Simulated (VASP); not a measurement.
FeO, 2 atoms in the cell. Symmetry: Fm-3m, No. 225, cubic system. The conventional cell has a = 4.311 Å, b = 4.311 Å, c = 4.311 Å, α = 90.00°, β = 90.00°, γ = 90.00°. Fe (site symmetry m-3m) has 6 O at 2.16 Å as nearest neighbours. O (site symmetry m-3m) has 6 Fe at 2.16 Å as nearest neighbours. 

| Property | Result |
| --- | --- |
| Program | VASP 6.6.1 |
| Task | single point |
| Functional | r2SCAN |
| Potentials or basis | VASP PAW PBE potentials, release 64 (Fe, O) |
| Cutoff | 520 eV |
| k mesh | 8 × 8 × 8 |
| Occupations | gaussian, width 0.05 eV |
| Spin | collinear spin, zero start |
| Starting moments | [0.0, 0.0] μB |
| Hubbard terms | Fe d U = 2 eV |
| Further INCAR settings | ALGO = Normal; EDIFF = 1e-06 |

Potentials or basis: VASP PAW PBE potentials, release 64 (Fe, O).

Run with:

```bash
$ cat potpaw_PBE.64/Fe/POTCAR potpaw_PBE.64/O/POTCAR > POTCAR
$ mpirun -np 1 vasp_std > vasp.out
```

Hardware: 1 thread of Intel(R) Xeon(R) 6975P-C (Granite Rapids), on a shared host.

Problem. Estimate the wall time of this run.

Solution. It took 24 s on 1 thread of Intel(R) Xeon(R) 6975P-C (Granite Rapids) (shared host), peak memory 0.16 GiB. Counts: scf iterations 19, k points 29.
